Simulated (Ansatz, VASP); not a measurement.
Sc: VASP beside Ansatz

INCAR

```
PREC = Accurate ; ENCUT = 520
EDIFF = 1E-6 ; ISMEAR = 0
SIGMA = 0.1 ; LREAL = False
LASPH = True ; NELM = 100
ALGO = Normal ; ISIF = 2
LWAVE = False ; LCHARG = False
GGA = PS ; NBANDS = 12
```

Contents of KPOINTS:

```
regular mesh
0
Gamma
  8 8 8
```

The input POSCAR:

```
Sc
1.0
   -1.6566435120      1.6566435120      1.6566435120
    1.6566435120     -1.6566435120      1.6566435120
    1.6566435120      1.6566435120     -1.6566435120
Sc
1
Direct
    0.0000000000      0.0000000000      0.0000000000
```

Input for Ansatz:

```yaml
crystal:
  lattice:
    - [-1.656643512, 1.656643512, 1.656643512]
    - [1.656643512, -1.656643512, 1.656643512]
    - [1.656643512, 1.656643512, -1.656643512]
  atoms:
    - { symbol: Sc, position: [0.0, 0.0, 0.0] }
basis:
  ecutwfc: 420
kpoints:
  mp_grid: { grid: [8, 8, 8] }
hamiltonian:
  xc: pbesol
scf:
  occupations: { method: gaussian, width: 0.1 }
output:
  forces: true
  stress: true
  eigenvalues: true
```

Alike in both runs: task single point; functional PBEsol; k mesh 8 × 8 × 8; occupations gaussian, width 0.1 eV; no spin polarisation.

```csv
,VASP,Ansatz
version,VASP 6.6.1,Ansatz 0.2.0
potentials or method,"VASP PAW PBE potentials, release 64 (Sc_sv)","scalar-relativistic, plane waves, PAW"
plane-wave cutoff (eV),520,420
valence electrons in the cell,11,11
```

VASP gave:

| Item | Value |
| --- | --- |
| gap on the k mesh at the Fermi level (eV) | none |
| pressure (GPa) | 22.8 |

Problem. Which values does Ansatz return?

Solution. gap on the k mesh at the Fermi level (eV): none; pressure (GPa): 22.7.

A gap of «none» marks a metal or a gap that the smearing closes.

Caveats: so large a pressure means that the cell lies far from this level's equilibrium, or that cutoff or potentials fall short (VASP); the potentials were made for another functional, which shifts forces and pressure (VASP).
